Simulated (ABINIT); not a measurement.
## Si2Mo in ABINIT: convergence with tolvrs

The system is Si2Mo.

```
Mo Si
1.0
    -1.60000    1.60000    3.93050
     1.60000   -1.60000    3.93050
     1.60000    1.60000   -3.93050
Mo Si
1 2
Direct
  0.00000 0.00000 0.00000
  0.66700 0.66700 0.00000
  0.33300 0.33300 0.00000
```

```yaml
Program: ABINIT 10.8.3 (patched build)
Task: single point
Functional: PBEsol
Potentials_or_basis: PseudoDojo NC SR PBEsol v0.4.1 standard
Cutoff: 1088 eV
k_mesh: 10 × 10 × 10
Occupations: gaussian, width 0.1 eV
Spin: no spin polarisation
```

These are the settings of the first run; the series varies tolvrs, with any setting tied to it.

Hardware: 1 thread of Arm Neoverse V2, on a shared host.

```tsv
tolvrs	energy less the tightest run, at zero smearing (meV/atom)	SCF cycles	CPU time (s)	peak memory (GiB)
0.01	0.00	6	130	0.17
0.001	0.00	6	130	0.17
0.0001	0.00	6	130	0.17
1e-05	0.00	7	150	0.17
1e-06	0.00	7	150	0.17
1e-08	0.00	9	190	0.17
1e-10	0.00	10	210	0.17
1e-13	0.00	12	240	0.17
```

Against the tightest run, the energy stays within 1 meV/atom from 0.01 on. The tightest run that finished is the yardstick and may itself not be fully converged.
